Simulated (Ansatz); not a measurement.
Cs, 1 atom in the cell. It takes space group Fm-3m (No. 225, cubic). The conventional cell has a = 7.897 Å, b = 7.897 Å, c = 7.897 Å, α = 90.00°, β = 90.00°, γ = 90.00°. This isn't the form of Cs at room conditions, which is bcc.

| Quantity | Value |
| --- | --- |
| Program | Ansatz 0.2.0 |
| Task | single point |
| Functional | m-r2SCAN |
| Potentials or basis | PseudoDojo PBEsol |
| Cutoff | 680 eV |
| Density cutoff | 2721 eV |
| k mesh | 6 × 6 × 6 |
| Occupations | cold, width 0.01 eV |
| Spin | spin-orbit coupling, no magnetisation |
| Driver | calculator |

Potentials or basis: PseudoDojo PBEsol.

Launch:

```bash
$ python run.py
```

Hardware: 2 threads of Arm Neoverse V1 (shared host).

Problem. Estimate the wall time of this run.

Solution. Run time: 45 s on 2 threads of Arm Neoverse V1, on a shared host, peak memory 1.3 GiB. Counts: scf iterations 9, plane waves 4957, k points 16, bands 18, engine runs 1.
